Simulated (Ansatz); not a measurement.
Given:

LaAlO3:
```
CELL_PARAMETERS angstrom
      3.81236     0.00000     0.00000
      0.00000     3.81236     0.00000
      0.00000     0.00000     3.81236
ATOMIC_POSITIONS crystal
  La 0.50000 0.50000 0.50000
  Al 0.00000 0.00000 0.00000
  O  0.00000 0.50000 0.00000
  O  0.50000 0.00000 0.00000
  O  0.00000 0.00000 0.50000
```

This is the PBE-relaxed structure.

### Question
All from the program Ansatz at the PBE level (PAW), unless another level is named. Predict the electron effective mass with spin–orbit coupling, band 1 of 2 at the edge.

### Answer
0.71 along [100], 0.64 along [110], 0.59 along [111] (mₑ).

### Question
What about the HSE06 gap on the PBE cell?

### Answer
4.81 eV.

### Question
Predict the electron effective mass with spin–orbit coupling, band 2 of 2 at the edge.

### Answer
0.50 along [100], 0.53 along [110], 0.57 along [111] (mₑ).

### Question
And the conduction-band minimum?

### Answer
at Γ.

Space group Pm-3m (cubic perovskite). This is a known high-temperature phase of the composition, computed here at zero pressure and temperature. The PBE relaxation kept the symmetry of its start. At this level the phase is dynamically unstable (imaginary phonons). Scalar-relativistic: spin–orbit coupling is off unless named, which matters more the heavier the elements.

Potentials: the later of the program's two PAW sets.
